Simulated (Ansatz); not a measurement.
Input and command of a plane-wave DFT calculation in Ansatz:

```yaml
crystal:
  lattice:
    - [-2.9469375, 2.9469375, 2.9469375]
    - [2.9469375, -2.9469375, 2.9469375]
    - [2.9469375, 2.9469375, -2.9469375]
  atoms:
    - { symbol: Cs, position: [0.0, 0.0, 0.0] }
basis:
  ecutwfc: 420
kpoints:
  mp_grid: { grid: [12, 12, 12] }
hamiltonian:
  xc: pbe
scf:
  occupations: { method: gaussian, width: 0.15 }
output:
  forces: true
  stress: true
  eigenvalues: true
  write_density: true
  write_potential: true
  elf: true
  volumetric_format: npy
```

```bash
ansatz run input.yaml --threads 1 --pin off --max-ram 2560MiB --backend cpu --events-out ev --progress --plain --runs-dir out
```

Processor: Arm Neoverse V1, 1 thread, on a host shared with other jobs.

Problem. How long does it run, and how much memory does it take?

Solution. About 5.7 s on 1 thread of Arm Neoverse V1, on a shared host, peak memory 0.37 GiB. It solves 9 bands at 72 k points (the mesh reduced by symmetry) with about 1985 plane waves, in 6 SCF iterations.
